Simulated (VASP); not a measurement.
H2C3O, 24 atoms in the cell. The cell holds a amorphous, 24 atoms: a = 8.258 Å, b = 8.258 Å, c = 8.258 Å, α = 90.00°, β = 90.00°, γ = 90.00°. The cell was built by a generator and needn't be a form met in nature.

```yaml
Program: VASP 6.6.1
Task: single point
Functional: PBE
Dispersion: D3(BJ)
Potentials_or_basis: VASP PAW PBE potentials, release 64 (C, H, O)
Cutoff: 520 eV
k_mesh: 1 × 1 × 1
Occupations: fermi-dirac, width 0.02 eV
Spin: no spin polarisation
Dipole_correction: no
Further_INCAR_settings: LREAL = Auto; ALGO = Fast; EDIFF = 1e-06; NBANDS = 58
```

Potentials or basis: VASP PAW PBE potentials, release 64 (C, H, O).

Launch:

```bash
$ cat potpaw_PBE.64/C/POTCAR potpaw_PBE.64/H/POTCAR potpaw_PBE.64/O/POTCAR > POTCAR
$ mpirun -np 1 vasp_gam > vasp.out
```

Hardware: 1 thread of Intel(R) Xeon(R) Platinum 8375C CPU @ 2.90GHz (Ice Lake), with other jobs on the host.

**Question.** How long does it take, and how much memory?

**Answer.** Wall time 2.1 min on 1 thread of Intel(R) Xeon(R) Platinum 8375C CPU @ 2.90GHz (Ice Lake), with other jobs on the host, peak memory 0.55 GiB. Counts: scf iterations 18, k points 1.
